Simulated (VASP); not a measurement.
Here is a VASP 6.6.1 calculation.

Contents of INCAR:

```
SYSTEM = ZrS2
PREC = Accurate
ENCUT = 520
EDIFF = 1E-6
ISMEAR = 0
SIGMA = 0.03
LREAL = .FALSE.
LASPH = .TRUE.
NELM = 80
ALGO = Normal
ISIF = 2
LWAVE = .FALSE.
LCHARG = .FALSE.
LMAXMIX = 4
GGA = PE
IVDW = 12
NBANDS = 19
ICORELEVEL = 1
```

File KPOINTS:

```
Automatic mesh
0
G
  9 9 5
  0 0 0
```

File POSCAR:

```
ZrS2                                    
1.0
    3.6341384500     -0.0000000001     -0.0000000000
   -1.8170692202      3.1472562155     -0.0000000000
   -0.0000000000      0.0000000000      5.7239644351
  Zr              S             
     1     2
Direct
     0.0000000000000000    1.0000000000000000    1.0000000000000000
     0.6666666699999979    0.3333333300000021    0.7447833640796309
     0.3333333300000021    0.6666666699999979    0.2552166359203691
```

The input KPOINTS_OPT:

```
explicit points
141
Reciprocal
 0.0000000000  0.0000000000  0.0000000000 1
 0.0357142857  0.0000000000  0.0000000000 1
 0.0714285714  0.0000000000  0.0000000000 1
 0.1071428571  0.0000000000  0.0000000000 1
 0.1428571429  0.0000000000  0.0000000000 1
 0.1785714286  0.0000000000  0.0000000000 1
[... 133 lines left out ...]
 0.5000000000  0.0000000000  0.5000000000 1
 0.5000000000  0.0000000000  0.0000000000 1
```

Potentials or basis: VASP PAW PBE potentials, release 64 (Zr_sv, S).

Run with:

```sh
$ cat potpaw_PBE.64/Zr_sv/POTCAR potpaw_PBE.64/S/POTCAR > POTCAR
$ mpirun -np 1 vasp_std > vasp.out
```

Question: What does it give for the band gap on the k mesh?

Answer: 0.70 eV, indirect (least direct gap 1.42 eV).

Question: What does it give for the band gap along the path?

Answer: 0.66 eV, indirect (least direct gap 1.42 eV).

Forces in eV/Å, atoms in the order of the input:
```
Zr   0.000  0.000  0.000
S    0.000  0.000 -0.006
S    0.000  0.000  0.006
```

**Experimental background.**

From “Stress-Tuned Optical Transitions in Layered 1T-MX2 (M= Hf, Zr, Sn; X= S, Se) Crystals”, 2022, arxiv:2210.12074, for a bulk crystal of ZrS2: band gap 1.68 eV (indirect).

Against the measured gap of ZrS2, 1.68 eV (indirect; quoted in “Stress-Tuned Optical Transitions in Layered 1T-MX2 (M= Hf, Zr, Sn; X= S, Se) Crystals”, 2022, arxiv:2210.12074), the calculated 0.66 eV is off by -1.02 eV. So large a miss can be the level of theory's own, or it may mean another phase, state or a wrong row. Spin-orbit coupling on Zr is left out. The value is that of PBE+D3(BJ), without temperature or zero-point motion. Semilocal functionals fall short of measured gaps as a rule. The cell is a database's relaxed one, not the measured one, which moves gaps too.
